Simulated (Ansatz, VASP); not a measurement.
**Two plane-wave programs on TiO2**

```
Ti O
1.0
     4.42670    0.00000    0.00000
     0.00000    4.42670    0.00000
     0.00000    0.00000    3.20100
Ti O
2 4
Direct
  0.00000 0.00000 0.00000
  0.50000 0.50000 0.50000
  0.30510 0.30510 0.00000
  0.19490 0.80510 0.50000
  0.69490 0.69490 0.00000
  0.80510 0.19490 0.50000
```

Alike in both runs: task single point; functional PBE; k mesh 6 × 6 × 10; occupations gaussian, width 0.05 eV; no spin polarisation.

|  | VASP | Ansatz |
| --- | --- | --- |
| version | VASP 6.6.1 | Ansatz 0.2.0 |
| potentials or method | VASP PAW PBE potentials, release 64 (Ti_sv, O) | scalar-relativistic, plane waves, PAW |
| plane-wave cutoff (eV) | 520 | 520 |
| valence electrons in the cell | 48 | 48 |

|  | VASP | Ansatz | Ansatz less VASP |
| --- | --- | --- | --- |
| gap on the k mesh at the Fermi level (eV) | 1.86 | 1.90 | +0.034 |
| least direct gap on the mesh (eV) | 1.86 | 1.90 | +0.034 |
| pressure (GPa) | 1.7 | 1.1 | -0.66 |
| largest component of the traceless stress (GPa) | 17.75 | 17.80 | +0.048 |
| rms of the force components (eV/Å) | 0.001 | 0.006 | +0.0051 |

Atom by atom the forces differ by 0.007 eV/Å (rms over components).

A k mesh can miss the band edges. PBE gaps usually lie below the measured ones, often by a third to a half.
